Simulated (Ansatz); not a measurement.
# GaP: the cost of one run

Method: DFT PBE, scalar-relativistic, plane waves, PAW, in Ansatz 0.2.0.

### 1 The structure to begin with

Symmetry: F-43m, No. 216, cubic system. Conventional cell: a = 5.506 Å, b = 5.506 Å, c = 5.506 Å, α = 90.00°, β = 90.00°, γ = 90.00°. Around Ga (site symmetry -43m) lie 4 P at 2.38 Å. P (site symmetry -43m) has 4 Ga at 2.38 Å as nearest neighbours.

Structure file:

```xyz
2
Lattice="0.0000 2.7528 2.7528 2.7528 0.0000 2.7528 2.7528 2.7528 0.0000" Properties=species:S:1:pos:R:3 pbc="T T T"
Ga    0.0000    0.0000    0.0000
P     4.1292    4.1292    4.1292
```

This cell was relaxed beforehand with the same method: volume 20.86 Å³/atom, gap on the mesh 1.58 eV.

### 2 Plan of the line

The energy is mapped over a normal mode and a strain (zone-centre modes of the cell shown).

- amplitude of mode 4 (345 cm⁻¹), largest displacement in the unstrained cell: 7 values from −0.175 to 0.175 Å
- strain +e along z and -e/2 along x and y: 7 values from −7.00 to 7.00 %

Nothing else is relaxed (the pattern is fixed in fractional coordinates). Energies count from the relaxed high-symmetry cell. Points are written as (first, second).

The modes come from a phonon run on the reference cell, made beforehand.

The patterns, per unit of each coordinate (Å):

```
atom      x1     y1     z1
 Ga1  -0.444  0.000  0.000
  P2   1.000  0.000  0.000
```

### 3 Grid point (0.000 Å, −7.00 %)

Contents of input.yaml:

```yaml
crystal:
  lattice:
    - [0.0, 2.5600965023, 2.8491396558]
    - [2.8491396558, 0.0, 2.8491396558]
    - [2.8491396558, 2.5600965023, 0.0]
  atoms:
    - { symbol: Ga, position: [0.0, 0.0, 0.0] }
    - { symbol: P, position: [0.75, 0.75, 0.75] }
basis:
  ecutwfc: 420
kpoints:
  mp_grid: { grid: [8, 8, 8] }
hamiltonian:
  xc: pbe
  pseudopotentials: { kind: paw, azcp: { folder: soft_1 } }
scf:
  occupations: { method: gaussian, width: 0.05 }
output:
  forces: true
  stress: true
  eigenvalues: true
```

The run is started by

```console
ansatz run input.yaml --threads 1 --pin off --max-ram 2048MiB --backend cpu --events-out ev --progress --plain --runs-dir out
```

What time and memory should one allow on 1 thread of Intel Xeon Platinum 8259CL at 2.50GHz (Skylake/Cascade Lake), shared host?

About 3.3 s, with a peak of 0.38 GiB.
